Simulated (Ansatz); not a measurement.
**KCl: how the settings move a single-point run**

Aim: see which settings change the result for KCl, by how much, and at what cost. The cell is built on a prototype (zincblende) and needn't be the phase found in nature.

Method: reference: DFT, r2SCAN, plane waves, PAW, in Ansatz 0.2.0.

4 further runs of the same task are left out: 1 for a known fault of the program, 3 that didn't finish.

### Step 1. The starting structure

The structure is cubic, space group F-43m (No. 216). Conventional cell: a = 7.015 Å, b = 7.015 Å, c = 7.015 Å, α = 90.00°, β = 90.00°, γ = 90.00°. Around K (site symmetry -43m) lie 4 Cl at 3.04 Å. Around Cl (site symmetry -43m) lie 4 K at 3.04 Å.

As a file:

```cif
data_structure
_symmetry_space_group_name_H-M 'F-43m'
_symmetry_Int_Tables_number 216
_cell_length_a 7.0146
_cell_length_b 7.0146
_cell_length_c 7.0146
_cell_angle_alpha 90.000
_cell_angle_beta 90.000
_cell_angle_gamma 90.000
_cell_volume 345.15
loop_
_atom_site_label
_atom_site_type_symbol
_atom_site_symmetry_multiplicity
_atom_site_Wyckoff_symbol
_atom_site_fract_x
_atom_site_fract_y
_atom_site_fract_z
_atom_site_occupancy
K1 K 4 a 0.00000 0.00000 0.00000 1
Cl1 Cl 4 d 0.25000 0.25000 0.75000 1
```

### Step 2. Baseline

Contents of input.yaml:

```yaml
crystal:
  lattice:
    - [0.0, 3.5072828324, 3.5072828324]
    - [3.5072828324, 0.0, 3.5072828324]
    - [3.5072828324, 3.5072828324, 0.0]
  atoms:
    - { symbol: K, position: [0.0, 0.0, 0.0] }
    - { symbol: Cl, position: [0.25, 0.25, 0.25] }
kpoints:
  mp_grid: { grid: [4, 4, 4] }
hamiltonian:
  xc: r2scan
scf:
  occupations: { method: fixed }
  n_extra_bands: 4
output:
  forces: true
  stress: true
  eigenvalues: true
```

Run with:

```bash
ansatz run input.yaml --threads 4 --pin off --max-ram 3686MiB --backend cpu --events-out ev --progress --plain --runs-dir out
```

### Step 3. Changed: xc lc_wpbe

input.yaml: that of step 2 with these lines changed.

```diff
@@ -11,3 +11,3 @@
 hamiltonian:
-  xc: r2scan
+  xc: lc_wpbe
 scf:
```

### Step 4. Changed: exchange pbe, correlation pbe, coeff 0.5, omega 0.5

input.yaml: that of step 2 with these lines changed.

```diff
@@ -11,3 +11,3 @@
 hamiltonian:
-  xc: r2scan
+  xc: { exchange: pbe, correlation: pbe, exx: { coeff: 0.5, omega: 0.5 } }
 scf:
```

### Step 5. Changed: exchange pbe, correlation pbe, coeff 0.05, omega 0.3

input.yaml: that of step 2 with these lines changed.

```diff
@@ -11,3 +11,3 @@
 hamiltonian:
-  xc: r2scan
+  xc: { exchange: pbe, correlation: pbe, exx: { coeff: 0.05, omega: 0.3 } }
 scf:
```

Q: Predict the outcome of this session. Wanted: for each run, ending; energy change; pressure; gap; force.

**Answer**, as computed:

| run | ending | energy change | pressure (GPa) | gap (eV) | force (eV/Å) | cycles | time |
| --- | --- | --- | --- | --- | --- | --- | --- |
| reference | converged | - | 0.0 | 5.35 | 0.00 | 6 | 4.4 s |
| 1: xc lc_wpbe | converged | not comparable | 0.2 | 11.39 | 0.00 | 12 | 28 s |
| 2: exchange pbe, correlation pbe, coeff 0.5, omega 0.5 | converged | not comparable | 0.0 | 6.06 | 0.00 | 11 | 23 s |
| 3: exchange pbe, correlation pbe, coeff 0.05, omega 0.3 | converged | not comparable | 0.3 | 4.97 | 0.00 | 9 | 20 s |

Residual by cycle in the longest SCF loop of each run; runs are numbered as in the table. The quantity is the density residual dr2, in eV.

| cycle | reference | run 1 | run 2 | run 3 |
| --- | --- | --- | --- | --- |
| 1 | 0.00415 | 0.00821 | 0.0106 | 3.1e-4 |
| 2 | 7.7e-4 | 0.00593 | 0.002 | 3.1e-5 |
| 3 | 4.7e-5 | 0.00134 | 3.1e-4 | 5.5e-6 |
| 4 | 7.8e-7 | 2.1e-4 | 6.3e-6 | 5.8e-7 |
| 5 | 2.7e-8 | 1.6e-5 | 1.4e-6 | 1.0e-8 |
| 6 | 2.3e-9 | - | - | - |

**Reading.** The totals of these runs aren't set against each other here.
